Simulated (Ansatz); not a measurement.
All numbers below come from DFT PBE, scalar-relativistic, plane waves, PAW in Ansatz. All cells share a 420 eV cutoff and Γ-centred k meshes spaced at most about 0.3 Å⁻¹ (about 0.25 or finer for metals, 2π included). No spin polarisation.

These are static total energies at zero pressure.

Two forms of Sn2Se were relaxed alike.

A.

```
CELL_PARAMETERS angstrom
4.26451 0.00000 0.00000
0.00000 4.26451 0.00000
0.00000 0.00000 9.27911
ATOMIC_POSITIONS crystal
Sn 0.50000 0.00000 0.66925
Sn 0.00000 0.50000 0.33075
Sn 0.50000 0.00000 0.02674
Sn 0.00000 0.50000 0.97326
Se 0.50000 0.00000 0.36029
Se 0.00000 0.50000 0.63971
```

B.

```
CELL_PARAMETERS angstrom
5.60551 0.00000 0.00000
-2.80275 4.85451 0.00000
0.00000 0.00000 2.95809
ATOMIC_POSITIONS crystal
Sn 0.33333 0.66667 0.00000
Sn 0.66667 0.33333 0.00000
Se 0.00000 0.00000 0.00000
```

Task: Which form is favoured at zero pressure, and by what margin per atom?

Result: A is lower, by 244 meV/atom. A has space group P4/nmm (No. 129), 28.1 Å³/atom and no gap on its mesh; B has space group P6/mmm (No. 191), 26.8 Å³/atom and no gap. Counting Se atoms around Sn (those within 1.25 times the shortest such distance or 1.15 times the sum of covalent radii; the shortest distance is added where it is long for a bond; a slash parts the counts of unlike sites), A has Sn 1 from 3.1 Å/5 and B has Sn 3 from 3.2 Å. The lower one is the more open, so pressure narrows the difference. In A, around Sn on its first site lie 5 Se at 2.87–3.03 Å and 1 Sn at 3.32 Å; Sn on its second site is surrounded by 4 Sn at 3.06 Å, 1 Se at 3.10 Å and 1 Sn at 3.32 Å; Se has 6 Sn at 2.87–3.10 Å. In B, Sn has 2 Sn at 2.96 Å, 3 Sn at 3.24 Å and 3 Se at 3.24 Å; Se is surrounded by 2 Se at 2.96 Å and 6 Sn at 3.24 Å. Both come from invented guesses.

Cells relaxed within their symmetry can be saddle points.
